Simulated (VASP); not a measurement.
# AlN in VASP: how settings move the r2SCAN single point

Aim: see what changed inputs do to the r2SCAN single point of AlN in the rocksalt structure, under +1.0 % equal strain in all directions. This is a trial cell built on a prototype, not taken from a measured structure, and it needn't be the compound's ground state.

Code: VASP 6.6.1. PAW datasets, plane waves. All values are calculated for a non-magnetic cell, which may be hypothetical.

## Step 1: The system as given

The cell comes from an earlier relaxation with r2SCAN in another program.

Space group Fm-3m (No. 225), cubic; conventional cell a = 4.078 Å, 8.48 Å³ an atom. Al has 6 N at 2.04 Å; N has 6 Al at 2.04 Å.

Coordinates:

```xyz
2
Lattice="0.0000 2.0391 2.0391 2.0391 0.0000 2.0391 2.0391 2.0391 0.0000" Properties=species:S:1:pos:R:3 pbc="T T T"
Al    0.0000    0.0000    0.0000
N     2.0391    2.0391    2.0391
```

## Step 2: Reference

The input, INCAR:

```
ENCUT = 520.000000
SIGMA = 0.010000
EDIFF = 1.00e-07
ALGO = Normal
METAGGA = R2SCAN
PREC = Accurate
IBRION = -1
ISIF = 2
ISMEAR = 0
NBANDS = 11
NELM = 120
NSW = 0
LASPH = .TRUE.
LCHARG = .TRUE.
LELF = .TRUE.
LWAVE = .FALSE.
LREAL = .FALSE.
```

The input, KPOINTS:

```
KPOINTS created by Atomic Simulation Environment
0
Gamma
10 10 10
0 0 0
```

The input, POSCAR:

```
Al N
 1.0000000000000000
     0.0000000000000000    2.0390571366999999    2.0390571366999999
     2.0390571366999999    0.0000000000000000    2.0390571366999999
     2.0390571366999999    2.0390571366999999    0.0000000000000000
 Al  N
   1   1
Cartesian
  0.0000000000000000  0.0000000000000000  0.0000000000000000
  2.0390571366999994  2.0390571366999994  2.0390571366999994
```

A file KPOINTS_OPT adds named points for the levels; it doesn't enter the self-consistent loop.

Potentials: the recommended PBE PAW datasets, 8 valence electrons.

Run with:

```sh
> mpirun -np 1 vasp_std
```

## Step 3: Try 1

The input, INCAR:

```
ENCUT = 520.000000
SIGMA = 0.010000
EDIFF = 1.00e-07
ALGO = Normal
METAGGA = R2SCAN
IBRION = -1
ISIF = 2
ISMEAR = 0
NBANDS = 11
NELM = 120
NSW = 0
LASPH = .TRUE.
LCHARG = .FALSE.
LWAVE = .FALSE.
LREAL = Auto
PREC = Single
```

KPOINTS is that of step 2.

POSCAR is that of step 2.

## Step 4: Try 2

The input, INCAR:

```
ENCUT = 520.000000
SIGMA = 0.010000
EDIFF = 1.00e-07
ALGO = Normal
PREC = Accurate
IBRION = -1
ISIF = 2
ISMEAR = 0
NBANDS = 11
NELM = 120
NSW = 0
LASPH = .TRUE.
LCHARG = .FALSE.
LWAVE = .FALSE.
LREAL = .FALSE.
NELECT = 8.5
METAGGA = MBJ
```

KPOINTS is that of step 2.

POSCAR is that of step 2.

## Step 5: Try 3

The input, INCAR:

```
ENCUT = 520.000000
SIGMA = 0.010000
ALGO = Normal
METAGGA = R2SCAN
IBRION = -1
ISIF = 2
ISMEAR = 0
NBANDS = 11
NELM = 120
NSW = 0
LASPH = .TRUE.
LCHARG = .FALSE.
LWAVE = .FALSE.
LREAL = .FALSE.
EDIFF = 1e-05
PREC = Medium
```

KPOINTS is that of step 2.

POSCAR is that of step 2.

**Question.** What will these runs give? Wanted: for each run, changed; ending; energy change; pressure; electronic steps; usable.

**Answer**, as computed:

| run | changed | ending | energy change (meV/atom) | pressure (GPa) | gap on the mesh (eV; negative: overlap) | electronic steps | time | usable |
| --- | --- | --- | --- | --- | --- | --- | --- | --- |
| ref. | – | converged | 0 | -8.6 | 5.23 | 15 | 22 s | yes |
| 1 | LREAL = Auto, PREC = Single | converged | 0.8 | -8.7 | 5.23 | 15 | 27 s | yes |
| 2 | NELECT = 8.5, METAGGA = MBJ | converged | – | – | – | 51 | 28 s | no |
| 3 | EDIFF = 1e-05, PREC = Medium | converged | 0.3 | -8.6 | 5.23 | 11 | 7.4 s | yes |

What this shows: Of 3 altered inputs, 1 ended normally on a faulty or unsound input, 2 gave usable results. Among the usable ones with comparable energies, «LREAL = Auto, PREC = Single» moves the energy most, by 0.8 meV/atom.
